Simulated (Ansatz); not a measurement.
# Bands of NbP

```xyz
4
Lattice="3.4419 0.0000 0.0000 -1.7210 2.9808 0.0000 0.0000 0.0000 7.6750" Properties=species:S:1:pos:R:3 pbc="T T T"
Nb    0.0000    1.9872    0.2341
Nb    1.7210    0.9936    4.0716
P     0.0000    1.9872    2.6518
P     1.7210    0.9936    6.4893
```

Atom numbers follow the list: Nb1, Nb2, P3, P4.

The conventional cell has a = 3.442 Å, b = 3.442 Å, c = 7.675 Å, α = 90.00°, β = 90.00°, γ = 120.00°. Around Nb (atom 1) lie 4 P at 2.42 to 2.44 Å. P (atom 3) is surrounded by 4 Nb at 2.42 to 2.44 Å.

The structure comes from a relaxation in the same program, started in the wurtzite type, and has space group P6_3mc. Whether it is a known phase or the ground state wasn't checked.

These are results of DFT, PBE, all-electron LAPW, scalar-relativistic (Ansatz 0.2.0), not measurements.

Sampling and basis: a Γ-centred 12×12×7 k mesh, Fermi–Dirac smearing of 0.03 eV, basis error target 0.5 meV/atom, no spin polarisation.

Points in fractions of the reciprocal vectors of this cell: Γ (0, 0, 0), M (0.5, 0, 0), K (0.333, 0.333, 0), A (0, 0, 0.5), L (0.5, 0, 0.5), H (0.333, 0.333, 0.5). The path joins them by straight lines in the order Γ–M–K–Γ–A–L–H–A–L; legs that retrace an earlier one aren't tabulated. Energies are in eV from the Fermi level.

Q: List the levels at A between -8 and 3.5 eV.

A: -4.82 (×2), -2.02 (×4), 0.24 (×2), 0.49 (×4).

Q: List the levels at K between -8 and 3.5 eV.

A: -4.68, -3.84 (×2), -3.82, -2.79 (×2), -0.67, -0.52, 0.53 (×2), 1.42, 2.38 (×2).

Q: List the levels at M between -8 and 3.5 eV.

A: -5.12, -4.81, -3.45, -3.08, -2.67, -1.75, -1.35, -0.17, 0.57, 1.77, 1.84, 2.31, 2.49, 3.18, 3.45.

Q: What is the band gap?

A: none: bands cross the Fermi level, a metal.
